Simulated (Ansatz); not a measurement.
# ZrC (F-43m) in Ansatz: settings compared

Aim: see how the results for ZrC move with the level of theory and the settings. Levels: HF, r2SCAN0, r2SCANh. Tasks: band structure.

Everything below comes from runs of Ansatz 0.2.0. Logs are shortened: lines on timing, memory, paths and dates and some standing lists are left out, and cuts for length are marked.

## (1) The crystal as given

It takes space group F-43m (No. 216, cubic). Conventional cell: a = 5.091 Å, b = 5.091 Å, c = 5.091 Å, α = 90.00°, β = 90.00°, γ = 90.00°. Zr (site symmetry -43m) has 4 C at 2.20 Å as nearest neighbours. C (site symmetry -43m) has 4 Zr at 2.20 Å as nearest neighbours.

The cell was built by a generator and needn't be a form met in nature.

## (2) Band structure, HF

Input file input.yaml:

```yaml
crystal:
  lattice:
    - [0.0, 2.54552, 2.54552]
    - [2.54552, 0.0, 2.54552]
    - [2.54552, 2.54552, 0.0]
  atoms:
    - { symbol: Zr, position: [0.5, 0.5, 0.5] }
    - { symbol: C, position: [0.75, 0.75, 0.75] }
hamiltonian:
  xc: hf
  pseudopotentials: { kind: paw }
kpoints:
  mp_grid: { grid: [5, 5, 5] }
  band_path:
    path:
      - [[0.0, 0.0, 0.0], [0.5, 0.0, 0.5], [0.5, 0.25, 0.75], [0.375, 0.375, 0.75], [0.0, 0.0, 0.0], [0.5, 0.5, 0.5], [0.625, 0.25, 0.625], [0.5, 0.25, 0.75], [0.5, 0.5, 0.5], [0.375, 0.375, 0.75]]
      - [[0.625, 0.25, 0.625], [0.5, 0.0, 0.5]]
    npoints: 4
scf:
  occupations: { method: fermi_dirac, width: 0.05 }
  n_extra_bands: 6
output:
  forces: true
  stress: true
  eigenvalues: true
  fatbands: false
```

Potentials or basis: Ansatz PAW.

Run with:

```bash
ansatz run input.yaml --threads 2 --pin off --max-ram 5632MiB --backend cpu --events-out ev --progress --plain --runs-dir out
```

Standard output:

```text
Warning: output.stress: scf.convergence.dr2_threshold = 1e-7 eV (the SCF's general default) is looser than the 2e-10 eV advised for a printed stress (1e-10 eV for each atom of the cell: 2). What an SCF threshold leaves in a stress goes as its square root, and in the free energy as the threshold itself, and one threshold admits the most on a small cell: of the crystals measured, under no hybrid functional and no lock of the moments, on runs that ended without the residual-converged pass, on stresses that held no estimate of that error, the worst erred by over 100 MPa in a component at 1e-7 eV an atom and by under 5 at 1e-10. Set scf.convergence.dr2_threshold to 2e-10 eV or tighter. The threshold is an SCF's pass mark: one that does not reach it within its budget of iterations ends unconverged, or closes short of it on a stop that the run arms, and scf.convergence.dr2_threshold's page says what that costs each kind of run
Warning: output.stress: scf.exx.energy_threshold = 1e-6 eV is looser than the 2e-8 eV advised for a stress under a hybrid functional (1e-8 eV for each atom of the cell: 2). Every SCF of the exchange loop can meet its threshold on dr2 while the loop round them stops early: no threshold on dr2 bounds what that leaves in the stress. Set scf.exx.energy_threshold to 2e-8 eV or tighter. The threshold is the loop's pass mark: a loop that does not reach it within its budget of cycles ends unconverged, and scf.exx.energy_threshold's page has the law
Warning: RAYON_NUM_THREADS=2 ignored (pool sized by the plan → 2); use --threads N
scf.n_extra_bands = 6 over 8 filled bands (N_el = 16.0): the run solves 14 bands
Engine: ansatz 0.2.0, aarch64-unknown-linux-gnu
Pseudopotentials: kind: paw
Pseudopotential: Zr, paw, valence charge 12, recommended cutoff 420 eV (normal), Zr.paw.azcp
Pseudopotential: C, paw, valence charge 4, recommended cutoff 420 eV (normal), C.paw.azcp
Functional definition: HF
  exchange = exact_x
  correlation = 0
Crystal: 2 atoms, lattice volume = 32.988 Å³
Basis set: ecut = 420 eV, 645 PW (Γ)
Bands: 14, of which v1, the nominal top of the filled ones, is band 8 counted from 1 (7 counted from 0)
Symmetry: 24 space group operations
Space group: F-43m (ITA 216), of the structure as read, at distance tolerance 3.2e-5 Å
k-points: 10 of 125 (time reversal used)
Non-local potential: Zr, projectors of the file, l = 0: 3, l = 1: 2, l = 2: 2, l = 3: 2
Non-local potential: C, projectors of the file, l = 0: 2, l = 1: 2, l = 2: 1
PAW form: soft (Blöchl's): semilocal exchange-correlation on the pseudo side does not see the compensation charge
PAW frozen core: Zr, regenerated for the run's functional, and the local potential with it (the file was generated under x = pbe(κ = 0.804, μ = 0.2195149727645171), c = pbe(β = 0.06672455060314922))
PAW frozen core: C, regenerated for the run's functional, and the local potential with it (the file was generated under x = pbe(κ = 0.804, μ = 0.2195149727645171), c = pbe(β = 0.06672455060314922))
PAW one-centre angular grid: Zr, 590 points (default); XC on 64 Gauss nodes
PAW one-centre angular grid: C, 110 points (default); XC on 64 Gauss nodes
Initial density: superposition of atomic densities (neutral atoms: chi_scale 0, normalization atom), corrected by the library's trained network
Initial wavefunctions: pseudopotential atomic-orbital guess
Functional: x = pbe(κ = 0.804, μ = 0.2195149727645171), c = none, warm-up for x = 0 pbe(κ = 0.804, μ = 0.2195149727645171) + 1 exact, c = none
SCF iter   1: F=—  HF=-4374.202340 eV  |F-HF|=—  |Δ(HF+E_count)|=         —  Δρ=2.72e-2  dr2=3.76e-1  ethr=1.77e-3  ⟨swp⟩=6.4  Hψ=582  notcnv=0
preconditioner: auto → none  [insulator: Δε(μ)=1.171 eV  Ē_g=9.219 eV  σ=0.050 eV  W_gap=1.00  n_scr=8 (ndim 8)  ℏωp=18.3 eV  f_vac=0.000  D(μ)=0.00/eV (n_scr^D=0)]
SCF iter   2: F=—  HF=-4374.130176 eV  |F-HF|=—  |Δ(HF+E_count)|=   7.22e-2  Δρ=9.83e-3  dr2=5.06e-2  ethr=1.77e-3  ⟨swp⟩=2.3  Hψ=284  notcnv=0
iter 3 solved again at ethr=1.61e-6 eV; its pass at ethr=3.17e-4 eV (dr2=2.58e-4 eV) is discarded
SCF iter   3: F=—  HF=-4374.120664 eV  |F-HF|=—  |Δ(HF+E_count)|=   9.51e-3  Δρ=1.40e-3  dr2=2.82e-4  ethr=1.61e-6  ⟨swp⟩=3.2  Hψ=627  notcnv=0
SCF iter   4: F=-4374.120853 eV  HF=-4374.120840 eV  |F-HF|=1.28e-5  |Δ(HF+E_count)|=   1.76e-4  Δρ=3.76e-4  dr2=3.14e-5  ethr=1.61e-6  ⟨swp⟩=2.8  Hψ=229  notcnv=0
SCF 1 stopped early in 4 iterations: F = -4374.120853 eV  dr2 = 3.14e-5
Initial density: handed on by an earlier stage of this run
Initial wavefunctions: those handed on with the density
Functional: x = 0 pbe(κ = 0.804, μ = 0.2195149727645171) + 1 exact, c = none
Frozen-core exchange: fock
SCF iter   1: F=—  HF=-4383.200574 eV  |F-HF|=—  |Δ(HF+E_count)|=         —  Δρ=2.40e-2  dr2=3.02e-1  ethr=1.96e-6  ⟨swp⟩=6.8  Hψ=759  notcnv=0
preconditioner: auto → none  [insulator: Δε(μ)=6.583 eV  Ē_g=18.577 eV  σ=0.050 eV  W_gap=1.00  n_scr=8 (ndim 8)  ℏωp=18.3 eV  f_vac=0.000  D(μ)=0.00/eV (n_scr^D=0)]
SCF iter   2: F=—  HF=-4383.059884 eV  |F-HF|=—  |Δ(HF+E_count)|=   1.41e-1  Δρ=8.63e-3  dr2=2.29e-1  ethr=1.96e-6  ⟨swp⟩=4.7  Hψ=514  notcnv=0
SCF iter   3: F=—  HF=-4383.040822 eV  |F-HF|=—  |Δ(HF+E_count)|=   1.91e-2  Δρ=1.25e-3  dr2=1.56e-1  ethr=1.96e-6  ⟨swp⟩=4.0  Hψ=486  notcnv=0
SCF iter   4: F=—  HF=-4383.352089 eV  |F-HF|=—  |Δ(HF+E_count)|=   3.11e-1  Δρ=5.27e-3  dr2=9.49e-2  ethr=1.48e-6  ⟨swp⟩=4.1  Hψ=498  notcnv=0
SCF iter   5: F=—  HF=-4383.413921 eV  |F-HF|=—  |Δ(HF+E_count)|=   6.18e-2  Δρ=3.46e-3  dr2=4.56e-2  ethr=1.48e-6  ⟨swp⟩=4.0  Hψ=456  notcnv=0
SCF iter   6: F=—  HF=-4383.486584 eV  |F-HF|=—  |Δ(HF+E_count)|=   7.27e-2  Δρ=1.35e-3  dr2=8.94e-4  ethr=1.48e-6  ⟨swp⟩=4.9  Hψ=535  notcnv=0
SCF iter   7: F=-4383.486805 eV  HF=-4383.487184 eV  |F-HF|=3.79e-4  |Δ(HF+E_count)|=   5.99e-4  Δρ=1.02e-3  dr2=5.47e-4  ethr=1.48e-6  ⟨swp⟩=3.0  Hψ=323  notcnv=0
SCF 2 stopped early in 7 iterations: F = -4383.486805 eV  dr2 = 5.47e-4
hybrid outer 1: dexx = +7.447e-1 eV, tail = 2.93e-3 eV
Frozen-core exchange: fock
SCF iter   1: F=—  HF=-4383.486059 eV  |F-HF|=—  |Δ(HF+E_count)|=         —  Δρ=8.48e-4  dr2=2.31e-4  ethr=9.17e-5  ⟨swp⟩=3.5  Hψ=319  notcnv=0
preconditioner: auto → none  [insulator: Δε(μ)=7.221 eV  Ē_g=18.542 eV  σ=0.050 eV  W_gap=1.00  n_scr=8 (ndim 8)  ℏωp=18.3 eV  f_vac=0.000  D(μ)=0.00/eV (n_scr^D=0)]
SCF iter   2: F=—  HF=-4383.486070 eV  |F-HF|=—  |Δ(HF+E_count)|=   1.11e-5  Δρ=4.07e-4  dr2=5.36e-5  ethr=1.30e-6  ⟨swp⟩=3.0  Hψ=295  notcnv=0
SCF iter   3: F=—  HF=-4383.486108 eV  |F-HF|=—  |Δ(HF+E_count)|=   3.80e-5  Δρ=2.58e-4  dr2=3.99e-5  ethr=1.72e-7  ⟨swp⟩=3.0  Hψ=272  notcnv=0
SCF iter   4: F=—  HF=-4383.486106 eV  |F-HF|=—  |Δ(HF+E_count)|=   1.53e-6  Δρ=9.86e-5  dr2=5.41e-6  ethr=1.56e-7  ⟨swp⟩=3.0  Hψ=302  notcnv=0
SCF iter   5: F=—  HF=-4383.486106 eV  |F-HF|=—  |Δ(HF+E_count)|=   2.81e-7  Δρ=3.74e-5  dr2=7.03e-7  ethr=2.18e-8  ⟨swp⟩=3.2  Hψ=306  notcnv=0
SCF iter   6: F=—  HF=-4383.486106 eV  |F-HF|=—  |Δ(HF+E_count)|=   2.06e-7  Δρ=1.07e-5  dr2=7.57e-8  ethr=3.37e-9  ⟨swp⟩=3.1  Hψ=305  notcnv=0
SCF iter   7: F=-4383.486106 eV  HF=-4383.486106 eV  |F-HF|=3.65e-9  |Δ(HF+E_count)|=   5.61e-9  Δρ=3.19e-6  dr2=6.68e-9  ethr=2.68e-10  ⟨swp⟩=3.5  Hψ=357  notcnv=0  defer=1
SCF 3 converged in 7 iterations: F = -4383.486106 eV  dr2 = 6.68e-9
  Residual-converged pass: ⟨swp⟩=3.0  Hψ=254  notcnv=0  max |occ|·‖R‖ = 2.2e-6 eV (tolerance 2.4e-6 eV)  dr2=6.88e-9  dr2_onsite=2.29e-10  max |Δocc| = 0.0e0
hybrid outer 2: dexx = +2.388e-4 eV, tail = 9.21e-6 eV, Δε = 2.62e-2 eV (about 1.97e-3 eV left of the loop's levels)
Frozen-core exchange: fock
SCF iter   1: F=—  HF=-4383.486139 eV  |F-HF|=—  |Δ(HF+E_count)|=         —  Δρ=6.90e-5  dr2=5.83e-7  ethr=2.88e-7  ⟨swp⟩=3.9  Hψ=349  notcnv=0
preconditioner: auto → none  [insulator: Δε(μ)=7.250 eV  Ē_g=18.553 eV  σ=0.050 eV  W_gap=1.00  n_scr=8 (ndim 8)  ℏωp=18.3 eV  f_vac=0.000  D(μ)=0.00/eV (n_scr^D=0)]
SCF iter   2: F=—  HF=-4383.486140 eV  |F-HF|=—  |Δ(HF+E_count)|=   6.23e-7  Δρ=4.55e-5  dr2=2.32e-7  ethr=2.73e-9  ⟨swp⟩=3.1  Hψ=308  notcnv=0
SCF iter   3: F=—  HF=-4383.486140 eV  |F-HF|=—  |Δ(HF+E_count)|=   4.68e-8  Δρ=1.35e-5  dr2=8.66e-8  ethr=1.25e-9  ⟨swp⟩=3.1  Hψ=291  notcnv=0
SCF iter   4: F=-4383.486140 eV  HF=-4383.486140 eV  |F-HF|=2.87e-10  |Δ(HF+E_count)|=   2.92e-8  Δρ=1.25e-6  dr2=1.30e-9  ethr=4.32e-10  ⟨swp⟩=2.9  Hψ=242  notcnv=0  defer=1
SCF 4 converged in 4 iterations: F = -4383.486140 eV  dr2 = 1.30e-9
  Residual-converged pass: ⟨swp⟩=3.0  Hψ=273  notcnv=0  max |occ|·‖R‖ = 2.2e-6 eV (tolerance 2.4e-6 eV)  dr2=1.45e-9  dr2_onsite=1.89e-11  max |Δocc| = 0.0e0
hybrid outer 3: dexx = +1.750e-6 eV, tail = 9.33e-8 eV, Δε = 1.03e-3 eV (about 1.08e-4 eV left of the loop's levels), ΔF = 5.55e-17 eV/Å (tail 6.57e-17)
Frozen-core exchange: fock
SCF iter   1: F=—  HF=-4383.486140 eV  |F-HF|=—  |Δ(HF+E_count)|=         —  Δρ=5.42e-6  dr2=6.55e-9  ethr=2.92e-9  ⟨swp⟩=4.6  Hψ=373  notcnv=0
preconditioner: auto → none  [insulator: Δε(μ)=7.251 eV  Ē_g=18.554 eV  σ=0.050 eV  W_gap=1.00  n_scr=8 (ndim 8)  ℏωp=18.3 eV  f_vac=0.000  D(μ)=0.00/eV (n_scr^D=0)]
SCF iter   2: F=-4383.486140 eV  HF=-4383.486140 eV  |F-HF|=1.28e-9  |Δ(HF+E_count)|=  3.40e-10  Δρ=2.83e-6  dr2=1.56e-9  ethr=3.29e-11  ⟨swp⟩=3.3  Hψ=263  notcnv=0  defer=1
SCF 5 converged in 2 iterations: F = -4383.486140 eV  dr2 = 1.56e-9
  Residual-converged pass: ⟨swp⟩=2.7  Hψ=237  notcnv=0  max |occ|·‖R‖ = 2.3e-6 eV (tolerance 2.4e-6 eV)  dr2=1.60e-9  dr2_onsite=2.55e-10  max |Δocc| = 0.0e0
hybrid outer 4: dexx = +7.141e-9 eV, tail = 4.51e-9 eV, Δε = 9.38e-5 eV (about 2.44e-5 eV left of the loop's levels), ΔF = 4.16e-17 eV/Å (tail 5.52e-17)
NSCF: frozen V_eff on 42 k-points
hybrid SCF converged: 4 outer / 20 inner (+4 warm-up), last move |dexx| = 7.14e-9 eV, tail = 4.51e-9 eV
Stability not checked: this state was not tested for a lower state beside it, because the functional holds exact exchange (a hybrid, or Hartree-Fock), whose exchange loop this test does not read (fock_operator; see scf.lower_state_search)
Free energy (F): -4383.486140 eV
Frozen-core exchange: fock
Harris-Foulkes:  -4383.486140 eV  (|F-HF|=1.28e-9)
Internal energy: -4383.486140 eV  (E = F + TS)
E sigma→0 (E₀):  -4383.486140 eV
Fermi energy:    11.843729 eV
--- Per-component energies (eV) ---
  E_band       = -222.612927
  E_kinetic    = 419.741879
  E_local      = -790.151900  (includes V_loc(G=0)·N_el)
  E_nonlocal   = 97.792847
  E_hartree    = 246.508908
  E_xc         = 0.000000
  E_vxc        = 0.000000  (∫ρ·V_xc dr)
  E_exx        = -187.696870  (= α·E_x^exact, valence–valence)
  E_paw        = -3021.940335  (= ΣΔE_a)
  E_vpaw       = -67.620551  (= ΣTr[D̂ρ^β])
  E_aug_tail   = 0.000030  (compensation charges beyond the density's cutoff)
  E_ewald      = -1146.311082
  E_core_change = -1.429615  (= ΣΔE_core)
  E_smearing   = -0.000000  (= −TS)
  E_closure    = -0.000002  (closes the sum)
  Σ components = -4383.486140   (vs F -4383.486140, Δ=9.09e-13)
--- Forces (eV/Å), atoms counted from 1 ---
  atom   1  Zr     0.00000000    -0.00000000    -0.00000000
  atom   2  C     -0.00000000     0.00000000    -0.00000000
  max |Σ_I F_I| component: 9.25e-17 eV/Å
--- Stress (GPa, compression-positive) ---
        8.257117       0.000000      -0.000000
       -0.000000       8.257117       0.000000
       -0.000000       0.000000       8.257117
  P = ⅓ Tr σ = 8.2571 GPa (82.571 kbar)
--- Band table (eV; the first three rows and the last of 10) ---
  k-point 0: bands = ["-52.1005", "-24.3120", "-24.3120", "-24.3120", "-6.1574", "5.5469", "5.5469", "5.5469", "18.9011", "19.7743", "19.7743", "25.6010", "25.6010", "25.6010"]
  k-point 1: bands = ["-52.0801", "-24.5765", "-24.3508", "-24.3508", "-5.4842", "5.0274", "5.9639", "5.9639", "19.2560", "19.2560", "20.5365", "24.8380", "26.4382", "26.4382"]
  k-point 2: bands = ["-52.0464", "-24.9857", "-24.4126", "-24.4126", "-4.4978", "5.0833", "6.5081", "6.5081", "19.9426", "19.9426", "20.3913", "23.2698", "24.2072", "24.2072"]
  k-point 9: bands = ["-52.0264", "-24.9179", "-24.6695", "-24.5417", "-3.8628", "4.9860", "6.9097", "8.1637", "16.0567", "19.1256", "21.4774", "23.1423", "24.9721", "27.9203"]
```

It took 1.8 min on 2 threads of Arm Neoverse V1, shared host; peak memory 0.74 GiB.

What came out:

```yaml
Free_energy: -4383.4861 eV
Pressure: 8.3 GPa
Band_gap_along_the_path: 6.47 eV, direct
```

Levels at the corners of the path, in eV from the valence-band top:
| point | band 5 | band 6 | band 7 | band 8 | band 9 | band 10 | band 11 | band 12 |
| --- | --- | --- | --- | --- | --- | --- | --- | --- |
| Γ | -14.81 | -3.11 | -3.11 | -3.11 | 10.25 | 11.12 | 11.12 | 16.95 |
| X | -12.39 | -4.82 | -0.05 | -0.05 | 6.90 | 12.54 | 12.99 | 12.99 |
| W | -12.38 | -3.57 | -1.51 | 0.00 | 6.47 | 10.30 | 13.11 | 13.88 |
| K | -12.43 | -3.94 | -0.85 | -0.66 | 6.93 | 11.28 | 11.83 | 15.09 |
| Γ | -14.81 | -3.11 | -3.11 | -3.11 | 10.25 | 11.12 | 11.12 | 16.95 |
| L | -13.00 | -3.42 | -2.07 | -2.07 | 11.34 | 11.85 | 11.85 | 14.13 |
| U | -12.43 | -3.94 | -0.85 | -0.66 | 6.93 | 11.28 | 11.83 | 15.09 |
| W | -12.38 | -3.57 | -1.51 | 0.00 | 6.47 | 10.30 | 13.11 | 13.88 |
| L | -13.00 | -3.42 | -2.07 | -2.07 | 11.34 | 11.85 | 11.85 | 14.13 |
| K | -12.43 | -3.94 | -0.85 | -0.66 | 6.93 | 11.28 | 11.83 | 15.09 |
| U | -12.43 | -3.94 | -0.85 | -0.66 | 6.93 | 11.28 | 11.83 | 15.09 |
| X | -12.39 | -4.82 | -0.05 | -0.05 | 6.90 | 12.54 | 12.99 | 12.99 |

Caveat: the k mesh is coarse (spacing up to 0.43 Å⁻¹), so the values aren't converged, least of all with exact exchange; the PAW data sets come from PBE, with cores solved anew for the run's functional, which leaves a small shift of forces and pressure; the thresholds are loose for stress.

## (3) Band structure, r2SCAN0

input.yaml: that of step 2 with these lines changed.

```diff
@@ -9,3 +9,3 @@
 hamiltonian:
-  xc: hf
+  xc: r2scan0
   pseudopotentials: { kind: paw }
```

Potentials or basis: Ansatz PAW.

Run with:

```bash
ansatz run input.yaml --threads 2 --pin off --max-ram 5632MiB --backend cpu --events-out ev --progress --plain --runs-dir out
```

Wall time 2.5 min (2 threads of Arm Neoverse V1, shared host); peak memory 0.91 GiB.

Results (log left out):

```yaml
Free_energy: -4446.6702 eV
Pressure: -1.2 GPa
Band_gap_along_the_path: 1.68 eV, direct
```

Levels at the corners of the path, in eV from the valence-band top:
```csv
point,band 4,band 5,band 6,band 7,band 8,band 9,band 10,band 11,band 12,band 13
Γ,-28.50,-11.61,-2.71,-2.71,-2.71,5.04,5.04,5.07,10.70,10.70
X,-28.69,-9.75,-4.13,-0.09,-0.09,2.08,6.65,6.69,7.06,7.06
W,-28.70,-9.73,-3.03,-1.42,0.00,1.68,4.74,6.74,7.79,9.75
K,-28.66,-9.77,-3.39,-0.71,-0.68,2.01,5.36,6.13,8.67,8.75
Γ,-28.50,-11.61,-2.71,-2.71,-2.71,5.04,5.04,5.07,10.70,10.70
L,-28.58,-10.22,-2.74,-1.96,-1.96,5.57,5.76,5.76,8.66,8.66
U,-28.66,-9.77,-3.39,-0.71,-0.68,2.01,5.36,6.13,8.67,8.75
W,-28.70,-9.73,-3.03,-1.42,0.00,1.68,4.74,6.74,7.79,9.75
L,-28.58,-10.22,-2.74,-1.96,-1.96,5.57,5.76,5.76,8.66,8.66
K,-28.66,-9.77,-3.39,-0.71,-0.68,2.01,5.36,6.13,8.67,8.75
U,-28.66,-9.77,-3.39,-0.71,-0.68,2.01,5.36,6.13,8.67,8.75
X,-28.69,-9.75,-4.13,-0.09,-0.09,2.08,6.65,6.69,7.06,7.06
```

Caveat: the k mesh is coarse (spacing up to 0.43 Å⁻¹), so the values aren't converged, least of all with exact exchange; the PAW data sets come from PBE, with cores solved anew for the run's functional, which leaves a small shift of forces and pressure; the thresholds are loose for stress.

## (4) Band structure, r2SCANh

input.yaml: that of step 3 with these lines changed.

```diff
@@ -9,3 +9,3 @@
 hamiltonian:
-  xc: r2scan0
+  xc: r2scanh
   pseudopotentials: { kind: paw }
```

Run with:

```bash
ansatz run input.yaml --threads 2 --pin off --max-ram 5632MiB --backend cpu --events-out ev --progress --plain --runs-dir out
```

Run time: 2.5 min. Hardware: 2 threads of Arm Neoverse V1, shared host; peak memory 0.91 GiB.

The run converged. Its results:

```yaml
Free_energy: -4447.1415 eV
Pressure: -0.4 GPa
Band_gap_along_the_path: 1.04 eV, direct
```

Levels at the corners of the path, in eV from the valence-band top:
```csv
point,band 6,band 7,band 8,band 9,band 10,band 11
Γ,-2.53,-2.53,-2.53,4.03,4.03,4.28
X,-3.89,-0.05,-0.05,1.35,5.56,5.70
W,-2.82,-1.38,0.00,1.04,3.85,5.67
K,-3.18,-0.63,-0.62,1.27,4.39,5.18
Γ,-2.53,-2.53,-2.53,4.03,4.03,4.28
L,-2.51,-1.85,-1.85,4.62,4.74,4.74
U,-3.18,-0.63,-0.62,1.27,4.39,5.18
W,-2.82,-1.38,0.00,1.04,3.85,5.67
L,-2.51,-1.85,-1.85,4.62,4.74,4.74
K,-3.18,-0.63,-0.62,1.27,4.39,5.18
U,-3.18,-0.63,-0.62,1.27,4.39,5.18
X,-3.89,-0.05,-0.05,1.35,5.56,5.70
```

Caveat: the k mesh is coarse (spacing up to 0.43 Å⁻¹), so the values aren't converged, least of all with exact exchange; the PAW data sets come from PBE, with cores solved anew for the run's functional, which leaves a small shift of forces and pressure; the thresholds are loose for stress.

## (5) Overview

```tsv
level	cutoff (eV)	pressure (GPa)
HF	420	8.3
r2SCAN0	500	-1.2
r2SCANh	500	-0.4
```

Alike in all rows: task band structure; potentials or basis Ansatz PAW; no spin polarisation; cell as given; k mesh 5 × 5 × 5; smearing fermi-dirac 0.05 eV; the mesh is coarse, so values aren't converged.

Caveats: all runs use coarse meshes; the PAW data sets come from PBE, with cores solved anew for the run's functional, which leaves a small shift of forces and pressure; the thresholds are loose for stress.

Total energies depend on the potentials used, so only differences within one code and one set of settings carry meaning.
